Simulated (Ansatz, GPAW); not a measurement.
## Sb: 3 runs at one level of theory

```
Sb
1.0
     2.15420    1.24373    3.75800
    -2.15420    1.24373    3.75800
     0.00000   -2.48746    3.75800
Sb
2
Direct
  0.76651 0.76651 0.76651
  0.23349 0.23349 0.23349
```

Alike in all runs: task single point; functional PBE; k mesh 8 × 8 × 8; occupations gaussian, width 0.014 eV; no spin polarisation; no spin-orbit coupling. Pressure is positive in compression and, in plane waves, holds the error of the finite cutoff, which Ansatz's Pulay term estimates and takes out.

```tsv
program and potentials	plane-wave cutoff (eV)	notes	pressure (GPa)	largest force (eV/Å)
Ansatz, Ansatz PAW	420	Pulay term of +0.03 GPa included	2.70	0.141
GPAW, GPAW PAW data sets (gpaw-data 1.2.1)	600	-	2.40	0.124
Ansatz, all-electron LAPW, scalar-relativistic	-	-	2.71	0.141
```

Force on atom 1 (Sb), eV/Å:

```json
{"program and potentials": "Ansatz, Ansatz PAW", "x": "0.000", "y": "0.000", "z": "-0.141"}
{"program and potentials": "GPAW, GPAW PAW data sets (gpaw-data 1.2.1)", "x": "0.000", "y": "0.000", "z": "-0.124"}
{"program and potentials": "Ansatz, all-electron LAPW, scalar-relativistic", "x": "0.000", "y": "0.000", "z": "-0.141"}
```

The pressure spans 2.40 (GPAW, GPAW PAW data sets (gpaw-data 1.2.1)) to 2.71 GPa (Ansatz, all-electron LAPW, scalar-relativistic), with all-electron results at 2.71.

The functional is the same throughout but for its coding, so the spread measures potentials, basis and numerics; runs on potential files found faulty are left out.
